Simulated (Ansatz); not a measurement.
**A decomposition energy, worked out: Li3H8**

These are results of DFT PBE, scalar-relativistic, plane waves, PAW (Ansatz 0.2.0), not measurements. All cells share a 420 eV cutoff and Γ-centred k meshes spaced at most about 0.3 Å⁻¹ (about 0.25 or finer for metals, 2π included). No spin polarisation.

Formation energies are uncorrected and refer to the elements' standard structures at the same level (H₂ as a molecule).

Temperature and zero-point effects are left out. No dispersion correction is applied, so the spacing and binding between layers, chains or molecules are poorly described (Li3H8 Cmmm). With hydrogen, zero-point motion can shift formation energies by some tens of meV/atom.

A trial structure of Li3H8 (reached from: W3O8 type (Cmmm); relaxed: space group Cmmm (No. 65), a = 7.761 Å, b = 13.952 Å, c = 3.361 Å) has a formation energy of 0.187 eV/atom. It holds H–H pairs as short as in free H₂ molecules (shortest 0.75 Å). At its composition the lowest mixture among the elements and 1 reference phase computed alike (others may be missing) consists of these:

```tsv
phase	source	ΔE_f (eV/atom)
H2 (gas)	element	0.000
LiH (Fm-3m)	textbook type	-0.417
```

Question: Write the balanced decomposition and find its energy per atom, per formula unit and per mole of formula units.

Answer: Balancing Li and H gives 2 Li3H8 → 5 H2 + 6 LiH. The left side holds 22 atoms, and the products take 10/22 (H2) and 12/22 (LiH) of them. The mixture therefore lies at 10/22 × (0.000) + 12/22 × (-0.417) = -0.227 eV/atom. The reaction energy is -0.227 − (0.187) = -0.414 eV/atom. Times 11 atoms that is -4.554 eV per Li3H8, and times 96.485 it is -439 kJ per mole of Li3H8. Decomposition is downhill, so the trial structure is unstable against this mixture. Entropy of the gas would favour the products further at finite temperature.
